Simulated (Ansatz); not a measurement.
**Al: checking dH/dP = V**

All numbers below come from Ansatz 0.2.0, DFT PBEsol+D3(BJ), scalar-relativistic, plane waves, PAW. Settings: 420 eV cutoff, 18×18×10 k-mesh, Gaussian smearing of 0.10 eV, no spin polarisation.

The relaxed crystal:

```xyz
2
Lattice="2.7903 0.0000 0.0000 -1.3951 2.4164 0.0000 0.0000 0.0000 4.6479" Properties=species:S:1:pos:R:3 pbc="T T T"
Al    1.3951    0.8055    3.4859
Al    0.0000    1.6110    1.1620
```

Cell and atoms were relaxed at each target pressure within the start's symmetry (P6_3/mmc), at zero temperature; other phases can be more stable under pressure. H = E + PV with P the target; E is the free energy at the smearing used, whose derivative the pressure is, per atom and counted from zero pressure.

| P (GPa) | V (Å³/atom) | E − E0 (meV) | H − H0 (meV) |
| --- | --- | --- | --- |
| 0 | 15.669 | 0.0 | 0.0 |
| 1 | 15.491 | 0.6 | 97.2 |
| 4 | 15.024 | 7.7 | 382.8 |
| 12 | 14.045 | 54.8 | 1106.8 |
| 25 | 12.938 | 179.9 | 2198.6 |
| 50 | 11.565 | 492.3 | 4101.5 |
| 90 | 10.230 | 1061.3 | 6808.1 |

**Question.** Thermodynamics gives dH/dP = V along a relaxed path. Integrate V over P by the trapezoid rule and compare with the computed enthalpies.

**Answer.** With 1 eV/Å³ = 160.22 GPa, each step adds the mean volume times ΔP / 160.22:
| P (GPa) | ∫V dP (meV) | H − H0 (meV) | difference (meV) |
| --- | --- | --- | --- |
| 1 | 97.2 | 97.2 | 0.0 |
| 4 | 382.9 | 382.8 | 0.1 |
| 12 | 1108.7 | 1106.8 | 1.9 |
| 25 | 2203.4 | 2198.6 | 4.7 |
| 50 | 4115.0 | 4101.5 | 13.5 |
| 90 | 6835.8 | 6808.1 | 27.7 |

V(P) curves upward, so the trapezoid rule runs high; integrating a smooth curve through the same points (P as a polynomial of degree 4 in ln V) puts that excess at about 27.0 meV at 90 GPa, against the 27.7 meV found.

**Question.** At 90 GPa, how much of the enthalpy change is stored energy and how much is the PV term?

**Answer.** E rises by 1061 meV/atom and PV is 90 × 10.230 / 160.22 = 5747 meV/atom, so PV makes 84 % of ΔH. So between rival structures at high pressure a small difference in volume can outweigh the difference in energy: 1 % of this volume is worth 57.5 meV/atom at this pressure.

**Question.** What bulk modulus do the lowest pressures give?

**Answer.** From the pressures that the runs reached, -1.01 GPa (15.855 Å³) and 1.01 GPa (15.491 Å³), B = −ΔP/Δln V = 2.02 / 0.0232 = 87 GPa, a mean over that range.

This form isn't the element's structure at ambient conditions.